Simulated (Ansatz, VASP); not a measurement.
**C: VASP beside Ansatz**

```
C
1.0
     0.00000    1.77693    1.77693
     1.77693    0.00000    1.77693
     1.77693    1.77693    0.00000
C
2
Direct
  0.00000 0.00000 0.00000
  0.25000 0.25000 0.25000
```

Alike in both runs: functional PBEsol; k mesh 12 × 12 × 12; occupations gaussian, width 0.02 eV; no spin polarisation.

Ansatz relaxed the structure, and its values are those at the end. VASP's run is a single point on that final structure, the one shown.

|  | VASP | Ansatz |
| --- | --- | --- |
| version | VASP 6.6.1 | Ansatz 0.2.0 |
| potentials or method | VASP PAW PBE potentials, release 64 (C) | scalar-relativistic, plane waves, PAW |
| plane-wave cutoff (eV) | 520 | 420 |
| valence electrons in the cell | 8 | 8 |

```tsv
	VASP	Ansatz	Ansatz less VASP
gap on the k mesh at the Fermi level (eV)	4.06	4.07	+0.005
least direct gap on the mesh (eV)	5.57	5.57	+0.001
pressure (GPa)	1.1	0.0	-1.10
```

The functional is the same, so the differences come from potentials, cutoffs and numerics.

Caveats: the PAW data sets were made with another functional, which shifts forces and pressure a little (VASP).
